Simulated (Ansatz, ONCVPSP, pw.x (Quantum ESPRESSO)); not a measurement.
## Equation-of-state test of one ONCV potential (hafnium (Hf))

```json
{
  "Element": "hafnium (Hf)",
  "Generator": "ONCVPSP 4.0.1.1 (patched build)",
  "Type": "optimised norm-conserving Vanderbilt (ONCV)",
  "Functional": "PBE",
  "Relativity": "scalar-relativistic",
  "Frozen core": "[Kr] 4d10 4f14",
  "Valence charge": "12",
  "Reference configuration": "5s2 5p6 5d1 (charge +3)",
  "Partial waves": "5s: rc 1.60 bohr, ncon 4, nbas 7, qcut 7 1/bohr, 2 projectors, debl 3.9 Ha; 5p: rc 1.85 bohr, ncon 3, nbas 6, qcut 8.5 1/bohr, 3 projectors, debl 2.9 Ha; 5d: rc 2.35 bohr, ncon 5, nbas 9, qcut 5.2 1/bohr, 3 projectors, debl 1.6 Ha",
  "Local potential": "polynomial inside 1.45 bohr (lpopt 5, dvloc0 6 Ha)",
  "Core correction": "Teter function, fcfact 5.25, rcfact 1.35"
}
```

Atomic tests: cutoffs needed: 20 Ha and 25 Ha (the cutoffs (Ha) at which the residual kinetic energy of the hardest occupied pseudo-wave falls to 1 and 0.1 mHa per electron); ghost test: no bound ghost flagged; no localised positive-energy state flagged; largest excitation error: +65 meV (all-electron minus pseudo) for 5s2 5p6 5d1 6s2, out of 4 test configurations.

Crystal test: bcc Hf in pw.x 7.5, no spin, 13³ k-points, Fermi–Dirac smearing 0.01 Ry, cutoffs 60/240 Ry. The lattice is a test structure that the element need not adopt, and mesh and smearing are coarse.

pw.x input:

```
&control
  calculation='scf', prefix='x', pseudo_dir='./', outdir='./tmp', tstress=.true., disk_io='low'
/
&system
  ibrav=0, nat=1, ntyp=1, ecutwfc=60, ecutrho=240, nbnd=14,
  occupations='smearing', smearing='fd', degauss=0.01
/
&electrons
  conv_thr=1e-09, mixing_beta=0.4, electron_maxstep=70
/
ATOMIC_SPECIES
Hf 1.0 Hf.UPF
CELL_PARAMETERS angstrom
  -1.77512067 1.77512067 1.77512067
  1.77512067 -1.77512067 1.77512067
  1.77512067 1.77512067 -1.77512067
ATOMIC_POSITIONS crystal
Hf 0.0000 0.0000 0.0000
K_POINTS automatic
13 13 13 0 0 0
```

```bash
pw.x < Hf.scf.in > Hf.scf.out
```

Task: How does the run end?

Result: It converges; the pressure is -5.82 GPa against 0.21 GPa from all-electron LAPW. This is a poor potential for the solid. The log shows:

```
     scf convergence threshold =      1.0E-09
     Exchange-correlation= PBE
     number of k points=    84  Fermi-Dirac smearing, width (Ry)=  0.0100
     iteration #  1     ecut=    60.00 Ry     beta= 0.40
     total energy              =    -111.86494559 Ry
     estimated scf accuracy    <       5.17795709 Ry
     iteration #  2     ecut=    60.00 Ry     beta= 0.40
     total energy              =    -111.68173652 Ry
     estimated scf accuracy    <       0.79756779 Ry
     iteration #  3     ecut=    60.00 Ry     beta= 0.40
     total energy              =    -111.84524604 Ry
     estimated scf accuracy    <       0.00376325 Ry
     iteration #  4     ecut=    60.00 Ry     beta= 0.40
     total energy              =    -111.84587455 Ry
     estimated scf accuracy    <       0.00096234 Ry
     iteration #  5     ecut=    60.00 Ry     beta= 0.40
     total energy              =    -111.84590171 Ry
     estimated scf accuracy    <       0.00003777 Ry
     iteration #  6     ecut=    60.00 Ry     beta= 0.40
     total energy              =    -111.84590830 Ry
     estimated scf accuracy    <       0.00000402 Ry
     iteration #  7     ecut=    60.00 Ry     beta= 0.40
     total energy              =    -111.84590848 Ry
     estimated scf accuracy    <       0.00000012 Ry
     iteration #  8     ecut=    60.00 Ry     beta= 0.40
     total energy              =    -111.84590851 Ry
     estimated scf accuracy    <          3.4E-09 Ry
     iteration #  9     ecut=    60.00 Ry     beta= 0.40
     the Fermi energy is    14.2392 ev
!    total energy              =    -111.84590851 Ry
     estimated scf accuracy    <          7.1E-10 Ry
     smearing contrib. (-TS)   =      -0.00881210 Ry
     The total energy is F=E-TS. E is the sum of the following terms:
     one-electron contribution =     -20.07808627 Ry
     hartree contribution      =      13.98586497 Ry
     xc contribution           =     -27.63325168 Ry
     ewald contribution        =     -78.11162342 Ry
     convergence has been achieved in   9 iterations
          total   stress  (Ry/bohr**3)                   (kbar)     P=      -58.23
```
